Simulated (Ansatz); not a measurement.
**Energy from pressure between two volumes: ZnTe (R3m, 2 atoms in the cell)**

```
ZnTe
1.0
    0.00000     3.04085     3.04085
    3.04085     0.00000     3.04085
    3.04085     3.04085     0.00000
Zn Te
1 1
Cartesian
  0.02887   0.02887   0.02887
  1.52042   1.52042   1.52042
```

Level of theory: PBE (plane waves, PAW; Ansatz, an electronic-structure program).

Settings: basis.ecutwfc = 1010 eV; kpoints.mp_grid.grid = 7 7 7; hamiltonian.xc = pbe; hamiltonian.pseudopotentials = {kind: paw} (the program's default PAW files); scf.occupations.method = fermi_dirac; scf.occupations.width = 0.05 eV. This cutoff ends a ladder whose last two steps agree within 1 meV/atom.

The second cell is the first with its lattice scaled by 0.98, at the same fractional positions.

The starting cell has typed, rounded lattice constants, without a prior relaxation at this level. Its lattice was rescaled by up to half a per cent. One atom was moved a little off its site on purpose. Ansatz's pressure includes its estimate of the finite-basis (Pulay) stress.

| cell | volume (Å³/atom) | pressure (GPa) | F less the first cell's (meV/atom) |
|---|---|---|---|
| first | 28.1180 | 2.37 | 0.00 |
| second | 26.4645 | 6.10 | ? |

Problem. Estimate the energy of the second cell from the pressures, and the bulk modulus between the two volumes.

Solution. With P = −dF/dV, the trapezoid gives ΔF ≈ −(P₁ + P₂)/2 · ΔV = −(4.235 GPa) · (-1.6535 Å³) = 43.71 meV/atom (1 eV/Å³ = 160.22 GPa). The modulus at fixed fractional positions is B = −ΔP/Δln V = 62 GPa, a mean over the interval; zero pressure lies outside it, so this is not the modulus at equilibrium. P(V) is curved, so the trapezoid lies high by about |ΔV|³·B·(1 + B′)/(12·V̄²) = 0.97 meV/atom for an assumed B′ = 4, which leaves 42.74 meV/atom. The runs gave 42.67 meV/atom, a miss of 0.07 meV/atom. Cases were kept where this miss is small, so the page shows the method and is no test of it.

Left out of this page: 15 runs of the series outside the window shown, repeating another row's setting, or not comparable.

Keys are those of Ansatz 0.2.
